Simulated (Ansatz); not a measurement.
Zone-centre phonons of TaC at 7 GPa: input and output

Level of theory: DFT PBE, scalar-relativistic, plane waves, PAW (Ansatz).

Launched with:
```bash
ansatz run input.yaml --threads 1 --pin off --max-ram 3072MiB --backend cpu --events-out ev --progress --plain --runs-dir out
```

Input (bare energies are in eV):
```yaml
crystal:
  lattice:
    - [0.0, 2.2227576833, 2.2227576833]
    - [2.2227576833, 0.0, 2.2227576833]
    - [2.2227576833, 2.2227576833, 0.0]
  atoms:
    - { symbol: Ta, position: [0.0, 0.0, 0.0] }
    - { symbol: C, position: [0.5, 0.5, 0.5] }
basis:
  ecutwfc: 420
kpoints:
  mp_grid: { grid: [16, 16, 16] }
hamiltonian:
  xc: pbe
scf:
  occupations: { method: fermi_dirac, width: 0.15 }
output:
  eigenvalues: true
phonons:
  method: dfpt
  eigenvectors: true
```

Results section of the output:
```
--- Phonons (Γ-DFPT): 2 representative perturbations + reference, on 349 of 4096 k-points (Σ response iterations 6) ---
  k mesh reduced under 8 symmetry operations, with k and −k counted as one. Each operation leaves every solved perturbation unchanged. A smaller set is not used because it would not reduce the number of displacements ...
  ASR residual: 7.875e-4 → 0.000e0 eV/Å²; symmetrization residual: 4.121e-7 eV/Å²
  ASR residual per site (eV/Å²): 7.87e-4 9.23e-5
  Γ frequencies (cm⁻¹): 0.00 0.00 0.00 560.00 560.00 560.00
  non-analytic LO–TO correction: not included (Born effective charges unavailable; polar crystals: no LO–TO splitting at Γ)
```

Time: 23 s on 1 thread of Intel(R) Xeon(R) Platinum 8488C (Sapphire Rapids) (shared host), peak memory 0.66 GiB.

In a metal, frequencies and elastic constants depend on the k mesh and the smearing, soft modes and shear constants most. Spin–orbit coupling is left out, which can shift energies with elements as heavy as these.